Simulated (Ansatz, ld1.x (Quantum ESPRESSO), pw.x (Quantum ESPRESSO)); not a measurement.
# What a changed setting does to a pw.x run (fcc V)

Potential: norm-conserving Troullier–Martins (Kleinman–Bylander form), ld1.x (Quantum ESPRESSO) 7.5, PBE; core [Ar], reference 3d3 4s2 4p0; waves: 4p (bound, empty): rc 3.75 bohr; 3d (bound): rc 2.30 bohr; 4s (bound): rc 3.56 bohr; local part: the s channel; core correction: a·sin(br)/r model core inside 1.70 bohr.

The reference run (k-mesh 15³, cutoffs 70/280 Ry, Fermi–Dirac 0.01 Ry, mixing_beta 0.4, conv_thr 1e-9, no spin) gives 1.83 GPa at 13.969 Å³/atom, where all-electron LAPW gives -0.35 GPa. This run, with its own iteration cap, changes mixing_mode to local-TF.

```
&control
  calculation='scf', prefix='x', pseudo_dir='./', outdir='./tmp', tstress=.true., disk_io='none'
/
&system
  ibrav=0, nat=1, ntyp=1, ecutwfc=70, ecutrho=280, nbnd=9,
  occupations='smearing', smearing='fd', degauss=0.01
/
&electrons
  conv_thr=1e-09, mixing_beta=0.4, electron_maxstep=60, mixing_mode='local-TF'
/
ATOMIC_SPECIES
V 1.0 V.UPF
CELL_PARAMETERS angstrom
  0.00000000 1.91151821 1.91151821
  1.91151821 0.00000000 1.91151821
  1.91151821 1.91151821 0.00000000
ATOMIC_POSITIONS crystal
V 0.0000 0.0000 0.0000
K_POINTS automatic
15 15 15 0 0 0
```

```bash
pw.x < V.scf.in > V.scf.out
```

Question: How does the run end?

Answer: It converges in 9 iterations; the free energy moves by +0.0 meV/atom and the pressure by +0.00 GPa. The result is that of the reference run.

```
Message from routine setup:
     using ibrav=0 with symmetry is DISCOURAGED, use correct ibrav instead
     lattice parameter (alat)  =       5.1085  a.u.
     unit-cell volume          =      94.2675 (a.u.)^3
     number of electrons       =         5.00
     number of Kohn-Sham states=            9
     kinetic-energy cutoff     =      70.0000  Ry
     charge density cutoff     =     280.0000  Ry
     scf convergence threshold =      1.0E-09
     Exchange-correlation= PBE
     number of k points=   120  Fermi-Dirac smearing, width (Ry)=  0.0100
     iteration #  1     ecut=    70.00 Ry     beta= 0.40
     total energy              =     -14.79428313 Ry
     estimated scf accuracy    <       0.03681082 Ry
     iteration #  2     ecut=    70.00 Ry     beta= 0.40
     total energy              =     -14.79096072 Ry
     estimated scf accuracy    <       0.01110520 Ry
     iteration #  3     ecut=    70.00 Ry     beta= 0.40
     total energy              =     -14.79289306 Ry
     estimated scf accuracy    <       0.00011995 Ry
     iteration #  4     ecut=    70.00 Ry     beta= 0.40
     total energy              =     -14.79289267 Ry
     estimated scf accuracy    <       0.00007223 Ry
     iteration #  5     ecut=    70.00 Ry     beta= 0.40
     total energy              =     -14.79290905 Ry
     estimated scf accuracy    <       0.00000234 Ry
     iteration #  6     ecut=    70.00 Ry     beta= 0.40
     total energy              =     -14.79290925 Ry
     estimated scf accuracy    <       0.00000015 Ry
     iteration #  7     ecut=    70.00 Ry     beta= 0.40
     total energy              =     -14.79290929 Ry
     estimated scf accuracy    <       0.00000010 Ry
     iteration #  8     ecut=    70.00 Ry     beta= 0.40
     total energy              =     -14.79290930 Ry
     estimated scf accuracy    <          3.5E-09 Ry
     iteration #  9     ecut=    70.00 Ry     beta= 0.40
     the Fermi energy is    10.8457 ev
!    total energy              =     -14.79290930 Ry
     estimated scf accuracy    <          3.5E-10 Ry
     smearing contrib. (-TS)   =      -0.00789914 Ry
     The total energy is F=E-TS. E is the sum of the following terms:
     one-electron contribution =       7.36775313 Ry
     hartree contribution      =       0.66696492 Ry
     xc contribution           =      -6.95403758 Ry
     ewald contribution        =     -15.86569063 Ry
     convergence has been achieved in   9 iterations
          total   stress  (Ry/bohr**3)                   (kbar)     P=       18.30
     Message from routine punch:
     Nothing written, as per user request (disk_io='none')
```

The run took about 14 s on one core of a shared host (Neoverse-V1, 32 threads, 247 GiB, load 22).
